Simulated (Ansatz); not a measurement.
In3GaP4: competing structures

Level of theory: DFT PBE, scalar-relativistic, plane waves, PAW (Ansatz). Settings: cutoff 420 eV, Γ-centred meshes spaced at most about 0.3 Å⁻¹, and about 0.25 Å⁻¹ or finer for metals (2π included), Gaussian smearing. No spin polarisation.

The zero of energy is the elements' standard structures at the same level; no fitted shifts are applied. The references include black phosphorus.

Temperature and zero-point effects are left out. The comparison covers the computed candidates alone. Kohn–Sham gaps at this level usually fall short of measured ones. The reference form of P is held partly by dispersion forces, which this level lacks.

Invented guesses were relaxed alike, and ends that match in structure were merged. ΔE counts from the first row. Coordination counts P atoms around Ga and In (those within 1.25 times the shortest such distance or 1.15 times the sum of covalent radii; the shortest distance is added where it is long for a bond). The ends were matched against large subsets of the Crystallography Open Database and the Materials Project, so a missing match doesn't prove that a structure is unreported.

| # | reached from | type and space group | atoms | Å³/atom | coordination | ΔE (meV/atom) | gap on mesh (eV) | in databases |
| --- | --- | --- | --- | --- | --- | --- | --- | --- |
| 1 | In and Ga ordered on zinc blende sites | P-43m (No. 215) | 8 | 25.0 | In 4, Ga 4 | 0 | 0.62 | no match |
| 2 | In and Ga ordered on zinc blende sites | P-4m2 (No. 115) | 8 | 25.0 | In 4, Ga 4 | 2 | 0.57 | no match |
| 3 | In and Ga ordered on rock salt sites | P4/mmm (No. 123) | 8 | 20.3 | In 6, Ga 6 | 294 | 0.00 | no match |
| 4 | In and Ga ordered on rock salt sites | Pm-3m (No. 221) | 8 | 20.4 | In 6, Ga 6 from 2.7 Å | 308 | 0.00 | no match |

The first two are tied within the noise. The first: Space group P-43m (No. 215), cubic, a = 5.846 Å. In is surrounded by 4 P at 2.57 Å; around Ga lie 4 P at 2.42 Å; around P lie 1 Ga at 2.42 Å and 3 In at 2.57 Å. Its energy over the elements is −0.275 eV/atom. Whether it is stable depends on the other phases of the system, which aren't compared here. An observed structure of this formula, if there is one, may be missing.

```
CELL_PARAMETERS angstrom
5.84617 0.00000 0.00000
0.00000 5.84617 0.00000
0.00000 0.00000 5.84617
ATOMIC_POSITIONS crystal
In 0.50000 0.00000 0.50000
In 0.50000 0.50000 0.00000
In 0.00000 0.50000 0.50000
Ga 0.00000 0.00000 0.00000
P 0.23903 0.76097 0.76097
P 0.23903 0.23903 0.23903
P 0.76097 0.76097 0.23903
P 0.76097 0.23903 0.76097
```

The second: Space group P-4m2 (No. 115), tetragonal, a = 4.127 Å, c = 11.740 Å. In on a site of symmetry 2mm has 4 P at 2.56–2.57 Å; In on a site of symmetry -4m2 is surrounded by 4 P at 2.56 Å; around Ga lie 4 P at 2.44 Å; P on its first site has 4 In at 2.56 Å; 1 more site not described. Counting P atoms around Ga and In, the first and the second both have In 4, Ga 4. Cells relaxed within their symmetry can be saddle points.

```xyz
8
Lattice="4.1268 0.0000 0.0000 0.0000 4.1268 0.0000 0.0000 0.0000 11.7398" Properties=species:S:1:pos:R:3 pbc="T T T"
In    0.0000    0.0000    8.6975
In    2.0634    2.0634    0.0000
In    0.0000    0.0000    3.0423
Ga    2.0634    2.0634    5.8699
P     2.0634    0.0000   10.2183
P     0.0000    2.0634    1.5215
P     2.0634    0.0000    4.5732
P     0.0000    2.0634    7.1665
```
